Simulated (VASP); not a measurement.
**VASP inputs for La2O3 (database structure)**

INCAR

```
LCHARG = .FALSE.
NELM = 120
NBANDS = 28
IBRION = -1
PREC = Accurate
LREAL = .FALSE.
GGA = PE
ISMEAR = -1
ENCUT = 520
SIGMA = 0.02
ISIF = 2
LASPH = .TRUE.
EDIFF = 1E-7
LWAVE = .FALSE.
NSW = 0
```

KPOINTS

```
KPOINTS created by Atomic Simulation Environment
0
Gamma
12 12 4
0 0 0
```

KPOINTS_OPT

```
special points
8
Reciprocal
0.0000000000 0.0000000000 0.0000000000 1
0.5000000000 0.0000000000 0.0000000000 1
0.3333333333 0.3333333333 0.0000000000 1
0.0000000000 0.0000000000 0.5000000000 1
0.5000000000 0.0000000000 0.5000000000 1
0.3333333333 0.3333333333 0.5000000000 1
0.0000000000 0.5000000000 0.5000000000 1
0.0000000000 0.5000000000 0.0000000000 1
```

POSCAR

```
La O
 1.0000000000000000
     3.9351015409850527    0.0000000000000000   -0.0000000000000000
    -1.9675507704925264    3.4078979009643473   -0.0000000000000000
    -0.0000000000000000   -0.0000000000000000    6.1262271605710827
 La  O
   2   3
Cartesian
  1.9675507704925266  1.1359659669881159  4.6182144734685382
  0.0000000000000000  2.2719319339762318  1.5080126871025454
  1.9675507704925266  1.1359659669881159  2.1679878039847518
  0.0000000000000000  2.2719319339762318  3.9582393565863305
  0.0000000000000000 -0.0000000000000000 -0.0000000000000000
```

VASP ran with the recommended PBE PAW datasets (40 valence electrons in the cell).

Q: Predict the results.

A: gap between bands v and c 3.86 eV; least direct gap 3.98 eV; pressure 1.0 GPa; largest force 0.04 eV/Å.

Band v is the last that the valence electrons fill when counted band by band, and c is the next. Levels in eV from the top of v:

```csv
point,v−1,v,c,c+1
Γ,-0.37,-0.11,4.31,4.59
M,-0.41,-0.29,3.86,4.70
K,-0.78,-0.11,3.87,4.73
A,-0.28,-0.28,4.69,4.72
L,-0.36,0.00,4.40,4.62
H,-0.28,-0.22,4.25,4.83
```
